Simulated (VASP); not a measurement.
Here is a VASP 6.6.1 calculation.

INCAR

```
ALGO = Normal
EDIFF = 1E-6
EDIFFG = -0.01
ENCUT = 300
GGA = PE
IBRION = 2
ISIF = 3
ISMEAR = 0
LASPH = True
LCHARG = False
LREAL = False
LWAVE = False
NELM = 80
NSW = 90
PREC = Accurate
SIGMA = 0.03
```

The input KPOINTS:

```
k-points
0
Gamma
  5 5 3
```

Contents of POSCAR:

```
Se
1.0
    4.3662000000      0.0000000000      0.0000000000
   -2.1831000000      3.7812401180      0.0000000000
    0.0000000000      0.0000000000      4.9536000000
Se
3
Direct
    0.2254000000      0.0000000000      0.3333333333
    0.0000000000      0.2254000000      0.6666666667
    0.7746000000      0.7746000000      0.0000000000
```

Potentials or basis: VASP PAW PBE potentials, release 64 (Se).

The run is started by

```console
$ cat potpaw_PBE.64/Se/POTCAR > POTCAR
$ mpirun -np 1 vasp_std > vasp.out
```

**Question.** What does it give for the relaxed cell?

**Answer.** a = 4.560 Å, b = 4.560 Å, c = 5.034 Å, α = 90.00°, β = 90.00°, γ = 120.00°.

**Question.** Estimate the space group after relaxing (to 0.05 Å).

**Answer.** P3_121 (No. 152).

Forces on the atoms (eV/Å):
```
Se  -0.010  0.000  0.000
Se   0.005 -0.008  0.000
Se   0.005  0.008  0.000
```

Caveat: the k mesh is coarse (spacing up to 0.42 Å⁻¹), so the values aren't converged. Zero-point motion and thermal expansion aren't in these numbers.
